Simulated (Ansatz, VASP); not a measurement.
Two plane-wave programs on Bi

```xyz
1
Lattice="3.3059 0.0000 0.0000 0.0000 3.3059 0.0000 0.0000 0.0000 3.3059" Properties=species:S:1:pos:R:3 pbc="T T T"
Bi    0.0000    0.0000    0.0000
```

Alike in both runs: task single point; functional PBEsol; k mesh 11 × 11 × 11; occupations fermi-dirac, width 0.1 eV; no spin polarisation.

|  | VASP | Ansatz |
| --- | --- | --- |
| version | VASP 6.6.1 | Ansatz 0.2.0 |
| potentials or method | VASP PAW PBE potentials, release 64 (Bi_d) | plane waves (420 eV) with PAW, scalar-relativistic |
| plane-wave cutoff (eV) | 520 | 420 |
| valence electrons in the cell | 15 | 15 |

Ansatz gave:

| Item | Value |
| --- | --- |
| pressure (GPa) | -3.3 |

Task: What did VASP give for the same quantities?

Result: Pressure (GPa): -3.4.

Ansatz warned: «pseudo_functional_mismatch».

Caveats: the PAW data sets were made with another functional, which shifts forces and pressure a little (VASP).
